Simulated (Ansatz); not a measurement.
A run of Ansatz 0.2.0 is set up as follows.

File input.yaml:

```yaml
crystal:
  lattice:
    - [5.21946336, 0.0, 0.0]
    - [0.0, 5.00476369, 0.0]
    - [0.0, 0.0, 5.03268505]
  atoms:
    - { symbol: Hf, position: [0.966994, 0.73252082, 0.74144035] }
    - { symbol: Hf, position: [0.533006, 0.73252082, 0.24144035] }
    - { symbol: Hf, position: [0.466994, 0.26747918, 0.74144035] }
    - { symbol: Hf, position: [0.033006, 0.26747918, 0.24144035] }
    - { symbol: O, position: [0.63212745, 0.9286454, 0.87926726] }
    - { symbol: O, position: [0.86787255, 0.9286454, 0.37926726] }
    - { symbol: O, position: [0.23394852, 0.53988305, 0.49229239] }
    - { symbol: O, position: [0.26605148, 0.53988305, 0.99229239] }
    - { symbol: O, position: [0.76605148, 0.46011695, 0.99229239] }
    - { symbol: O, position: [0.73394852, 0.46011695, 0.49229239] }
    - { symbol: O, position: [0.13212745, 0.0713546, 0.87926726] }
    - { symbol: O, position: [0.36787255, 0.0713546, 0.37926726] }
hamiltonian:
  xc: pbe
  pseudopotentials: { kind: paw, level: accurate }
kpoints:
  mp_grid: { grid: [5, 6, 5] }
scf:
  occupations: { method: fermi_dirac, width: 0.05 }
output:
  forces: true
  stress: true
  eigenvalues: true
```

Potentials or basis: Ansatz PAW earlier set.

The run is started by

```bash
$ ansatz run input.yaml --threads 4 --pin off --max-ram 11264MiB --backend cpu --events-out ev --progress --plain --runs-dir out
```

Estimate the largest force.

0.118 eV/Å.

Estimate the band gap on the k mesh.

4.48 eV, indirect (least direct gap 4.68 eV).

Forces in eV/Å, atoms in the order of the input:
```
Hf   0.055 -0.027  0.093
Hf  -0.055 -0.027  0.093
Hf   0.055  0.027  0.093
Hf  -0.055  0.027  0.093
O   -0.031 -0.035 -0.011
O    0.031 -0.035 -0.011
O    0.034  0.079 -0.081
O   -0.034  0.079 -0.081
O   -0.034 -0.079 -0.081
O    0.034 -0.079 -0.081
O   -0.031  0.035 -0.011
O    0.031  0.035 -0.011
```

Caveat: odd divisions of the mesh miss points on the zone boundary, where band edges often lie, so the gap on the mesh can be too wide; spin-orbit coupling is left out, which moves the levels of the heavy elements. Expect the measured gap to be larger: semilocal functionals such as PBE lack the derivative discontinuity.
